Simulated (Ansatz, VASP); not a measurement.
**V in VASP and in Ansatz**

```
V
1.0
     2.62154    0.00000    0.00000
    -1.31077    2.27032    0.00000
     0.00000    0.00000    4.75462
V
2
Direct
  0.33333 0.66667 0.25000
  0.66667 0.33333 0.75000
```

Change from the starting cell: volume scaled by 1.02.

Alike in both runs: task single point; functional PBE; k mesh 12 × 12 × 6; occupations fermi-dirac, width 0.05 eV; collinear spin.

|  | VASP | Ansatz |
| --- | --- | --- |
| version | VASP 6.6.1 | Ansatz 0.2.0 |
| potentials or method | VASP PAW PBE potentials, release 64 (V_sv), cutoff 520 eV | all-electron LAPW, scalar-relativistic |

|  | VASP | Ansatz | Ansatz less VASP |
| --- | --- | --- | --- |
| gap on the k mesh at the Fermi level (eV) | none | none | - |
| pressure (GPa) | -3.6 | -3.8 | -0.23 |
| largest component of the traceless stress (GPa) | 0.69 | 0.66 | -0.035 |
| net moment per atom (μB) | 0.00 | 0.00 | 0.000 |

A gap of «none» marks a metal or a gap that the smearing closes. Ansatz ran all-electron here, so the differences hold the error of VASP's frozen core and of both bases.

Caveats: the starting moments weren't kept (Ansatz).
